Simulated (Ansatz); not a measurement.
Crystal: TiO2.

```
Ti O
1.0
     4.59984    0.00000    0.00000
     0.00000    4.59984    0.00000
     0.00000    0.00000    2.95921
Ti O
2 4
Cartesian
  0.0000 0.0000 1.4796
  2.2999 2.2999 0.0000
  1.3998 1.3998 1.4796
  0.9001 3.6997 0.0000
  3.6997 0.9001 0.0000
  3.2000 3.2000 1.4796
```

The cell is a database's computed one.

```yaml
Program: Ansatz 0.2.0
Task: relaxation of cell and atoms
Functional: RPBE
Dispersion: D3(BJ)
Potentials_or_basis: Ansatz PAW
Cutoff: "420 eV (not typed: the program's choice for these potentials)"
k_mesh: 6 × 6 × 9
Occupations: fermi-dirac, width 0.05 eV
Spin: no spin polarisation
```

At the start: volume 10.44 Å³/atom.

Question: Where does the relaxation end?

Answer: It ends after 9 steps and the volume is 9.96 Å³/atom (-4.6 %); space group P4_2/mnm (No. 136, to 0.05 Å).

Step by step:
```csv
step,energy change (eV),largest force (eV/Å),volume (Å³)
1,0.0000,0.0406,62.61
2,-0.0890,0.0974,60.69
3,-0.1037,0.0618,59.75
4,-0.1038,0.0195,59.79
5,-0.1039,0.0006,59.81
6,-0.1039,0.0002,59.81
7,-0.0950,0.0001,59.81
8,-0.0953,0.0001,59.74
9,-0.0951,0.0000,59.74
```

Final structure:
```xyz
6
Lattice="4.5134 0.0000 0.0000 0.0000 4.5134 0.0000 0.0000 0.0000 2.9326" Properties=species:S:1:pos:R:3 pbc="T T T"
Ti    0.0000    0.0000    1.4663
Ti    2.2567    2.2567    0.0000
O     1.3664    1.3664    1.4663
O     0.8903    3.6231    0.0000
O     3.6231    0.8903    0.0000
O     3.1470    3.1470    1.4663
```

Caveat: the plane-wave basis is chosen anew once the cell has moved, so the energies of steps on either side of that aren't comparable; the pressure holds a Pulay correction of +0.7 GPa for the finite cutoff; the PAW data sets come from PBE, with cores solved anew for the run's functional, which leaves a small shift of forces and pressure.
